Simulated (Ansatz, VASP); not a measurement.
## Two plane-wave programs on ZnSe

```
Zn Se
1.0
     4.10770    0.00000    0.00000
     0.00000    4.10770    0.00000
     0.00000    0.00000    6.07035
Zn Se
2 2
Direct
  0.00000 0.00000 0.00000
  0.50000 0.50000 0.00000
  0.00000 0.50000 0.24628
  0.50000 0.00000 0.75372
```

Measurements of this composition are mostly on another form, of space group No. 216.

Alike in both runs: task single point; functional PBEsol; k mesh 8 × 8 × 6; occupations gaussian, width 0.05 eV; no spin polarisation.

|  | VASP | Ansatz |
| --- | --- | --- |
| version | VASP 6.6.1 | Ansatz 0.2.0 |
| potentials or method | VASP PAW PBE potentials, release 64 (Zn, Se) | scalar-relativistic, plane waves, PAW |
| plane-wave cutoff (eV) | 520 | 420 |
| valence electrons in the cell | 36 | 56 |

VASP gave:

- gap on the k mesh at the Fermi level (eV): 1.86
- least direct gap on the mesh (eV): 1.86
- pressure (GPa): -2.5
- largest component of the traceless stress (GPa): 0.45
- rms of the force components (eV/Å): 0.143

Question: Estimate Ansatz's values.

Answer: gap on the k mesh at the Fermi level (eV): 1.86; least direct gap on the mesh (eV): 1.86; pressure (GPa): -2.8; largest component of the traceless stress (GPa): 0.44; rms of the force components (eV/Å): 0.162.

Atom by atom the forces differ by 0.018 eV/Å (rms over components). The two sets of potentials don't hold the same shells in valence.

Caveats: the PAW data sets were made with another functional, which shifts forces and pressure a little (VASP). A k mesh can miss the band edges.
